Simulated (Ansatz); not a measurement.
Runs of Ansatz 0.2.0 on HfO2. Symmetry: P4_2/nmc, No. 137, tetragonal system. Conventional cell: a = 3.558 Å, b = 3.558 Å, c = 5.172 Å, α = 90.00°, β = 90.00°, γ = 90.00°. Around Hf (site symmetry -4m2) lie 4 O at 2.05 Å. Around O (site symmetry 2mm) lie 2 Hf at 2.05 Å. Measurements of this composition are mostly on another form, of space group No. 14.

```tsv
potentials or basis	cutoff (eV)	gap on the mesh (eV)	pressure (GPa)	largest force (eV/Å)
Ansatz NC	1240	4.77	10.0	0.14
JTH PAW	1380	4.77	7.3	0.13
Ansatz PAW earlier set	900	4.77	10.1	0.14
Ansatz PAW earlier set	930	4.77	10.1	0.14
PseudoDojo stringent (PBE files)	1796	4.78	(b)	0.12
Ansatz PAW	420	4.78	10.0	0.14
SPMS NC	1034	4.81	7.6	0.07
PseudoDojo standard (PBE files)	1143	4.81	7.4	(a)
```

Alike in all rows: task single point; level PBE; no spin polarisation; cell as given; k mesh 8 × 8 × 5; smearing fermi-dirac 0.05 eV.

**Question.** Estimate the missing entries.

**Answer.** (a) 0.06; (b) 9.2.

Caveats: odd divisions of the mesh miss points on the zone boundary, where band edges often lie, so the gap on the mesh can be too wide; spin-orbit coupling is left out, which moves the levels of the heavy elements.

A k mesh can miss the band edges, and the runs leave out spin-orbit coupling on Hf.

The runs don't all hold the same shells in valence.
